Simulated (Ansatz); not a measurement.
Runs of Ansatz 0.2.0 on Zr. The structure is hexagonal, space group P6_3/mmc (No. 194). The conventional cell has a = 3.232 Å, b = 3.232 Å, c = 5.147 Å, α = 90.00°, β = 90.00°, γ = 120.00°. Around Zr (site symmetry -6m2) lie 12 Zr at 3.18 to 3.23 Å. 

```csv
task,level,cell,cutoff (eV),points for each segment of the path,gap on the mesh (eV),pressure (GPa),relaxed volume (Å³/atom)
single point,r2SCAN0,as given,500,-,none,1.0,-
band structure,HSEsol,as given,420,4,none,-2.2,-
single point,r2SCANh,as given,500,-,none,(a),-
relaxation of cell and atoms,HSE03,relaxed,420,-,none,0.0,(c)
single point,r2SCAN50,as given,500,-,none,1.3,-
relaxation of cell and atoms,HF,relaxed,420,-,none,0.0,(b)
single point,HF,as given,420,-,none,14.9,-
single point,B3LYP,as given,420,-,none,2.9,-
```

Alike in all rows: potentials or basis Ansatz PAW; no spin polarisation; k mesh 5 × 5 × 3; smearing fermi-dirac 0.05 eV; the mesh is coarse, so values aren't converged.

Problem. Fill in the values left out.

Solution. (a) 0.9; (b) 26.19; (c) 23.40.

Caveats: all runs use coarse meshes; the PAW data sets come from PBE, with cores solved anew for the run's functional, which leaves a small shift of forces and pressure; the thresholds are loose for stress (some runs); the plane-wave basis is chosen anew once the cell has moved, so the energies of steps on either side of that aren't comparable (some runs); the volume moved by +12 % from the deposited cell, more than functionals usually miss (some runs).

A k mesh can miss the band edges, and the runs leave out spin-orbit coupling on Zr.

A gap of «none» marks a metal or a gap under the smearing width.
